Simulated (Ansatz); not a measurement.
**C₄H₁₀O: a ladder of functionals and wavefunction methods**

An exercise on one series of results from a longer session: the logs are not shown, and one member is left open.

Computed with Ansatz 0.2.0, Gaussian basis. Level: functionals in def2-TZVPP, the program's frozen cores in correlated methods.

Plan: PBE-D4, r2SCAN-D4, PBE0-D4, B3LYP-D4, ωB97X-V, ωB97M-V, B2PLYP; CCSD(T)/def2-TZVPP; MP2/def2-QZVPP; extrapolation to the limit.

## The relaxed structure

All runs share one geometry, relaxed beforehand with PBE0-D4 in a triple-zeta def2 set.

SMILES `CCCCO`, 15 atoms, charge 0, spin multiplicity 1.

Atoms are counted from 1 here; the program's logs count them from 0.

Bond lengths: C1–C2 1.521 Å, C1–H6 1.092 Å, C1–H7 1.092 Å, C1–H8 1.094 Å, C2–C3 1.523 Å, C2–H9 1.096 Å, C2–H10 1.094 Å, C3–C4 1.517 Å, C3–H11 1.096 Å, C3–H12 1.098 Å, C4–O5 1.412 Å, C4–H13 1.092 Å, C4–H14 1.101 Å, O5–H15 0.961 Å. Angles: C2–C1–H6 111.1°, C2–C1–H7 112.0°, C2–C1–H8 111.0°, H6–C1–H7 107.3°, H6–C1–H8 107.7°, H7–C1–H8 107.6°, C1–C2–C3 114.0°, C1–C2–H9 109.6°, C1–C2–H10 109.1°, C3–C2–H9 109.3°, C3–C2–H10 108.6°, H9–C2–H10 105.9°, C2–C3–C4 113.8°, C2–C3–H11 110.1°, C2–C3–H12 109.0°, C4–C3–H11 108.7°, C4–C3–H12 108.4°, H11–C3–H12 106.5° and more.

The first run:

Input file in.yaml:

```yaml
crystal:
  periodic: [false, false, false]
  atoms:
    - {symbol: C, position_ang: [-1.054905, 0.793178, 1.333585]}
    - {symbol: C, position_ang: [-0.025118, 1.149757, 0.272545]}
    - {symbol: C, position_ang: [0.114364, 0.107780, -0.830118]}
    - {symbol: C, position_ang: [0.663276, -1.222276, -0.350306]}
    - {symbol: O, position_ang: [0.794774, -2.169270, -1.389634]}
    - {symbol: H, position_ang: [-1.170226, 1.602867, 2.057565]}
    - {symbol: H, position_ang: [-0.775449, -0.103804, 1.890785]}
    - {symbol: H, position_ang: [-2.034157, 0.609368, 0.882199]}
    - {symbol: H, position_ang: [0.950775, 1.308783, 0.746461]}
    - {symbol: H, position_ang: [-0.296943, 2.106873, -0.183162]}
    - {symbol: H, position_ang: [-0.855153, -0.064993, -1.310463]}
    - {symbol: H, position_ang: [0.783402, 0.497742, -1.608113]}
    - {symbol: H, position_ang: [-0.012512, -1.680366, 0.374914]}
    - {symbol: H, position_ang: [1.625167, -1.062069, 0.160643]}
    - {symbol: H, position_ang: [1.359506, -1.791472, -2.068799]}
basis:
  gaussian: {orbitals: def2-TZVPP}
hamiltonian: {xc: pbe, dispersion: d4}
output: {forces: true, orbitals: {seedname: orbitals}}
```

Run with:

```console
$ ansatz run in.yaml --threads 4 --pin off --events-out ev --progress --plain --max-ram 10444MiB
```

Among the steps run: PBE-D4 (GGA); r2SCAN-D4 (meta-GGA); PBE0-D4 (hybrid); B3LYP-D4 (hybrid); ωB97X-V (range-separated); ωB97M-V (range-separated); B2PLYP (double hybrid); CCSD(T) in def2-TZVPP; MP2 in def2-QZVPP.

One of the session's tables, all rows but one given; the rest of the session is left out.

| method | atomisation energy (kJ/mol) |
| --- | --- |
| PBE-D4 | 5953.0 |
| r2SCAN-D4 | 5855.1 |
| PBE0-D4 | 5874.5 |
| B3LYP-D4 | 5848.8 |
| ωB97X-V | 5853.6 |
| ωB97M-V | 5862.6 |
| B2PLYP | 5793.2 |
| HF/def2-TZVPP | 4360.0 |
| MP2/def2-TZVPP | 5783.6 |
| CCSD/def2-TZVPP | 5656.1 |
| CCSD(T)/def2-TZVPP | 5725.0 |
| MP2/CBS | 5911.5 |
| CCSD(T)/CBS | ? |

Q: Estimate the row for CCSD(T)/CBS from the others.

**Answer.** atomisation energy (kJ/mol): 5852.9. In the column «atomisation energy (kJ/mol)» it lies between B3LYP-D4 (5848.8) and ωB97X-V (5853.6).

To keep in mind: Free atoms (4 C, 1 O, 10 H) were run apart at each level; the atomisation energy is their sum less the molecule, without zero-point or spin-orbit terms.
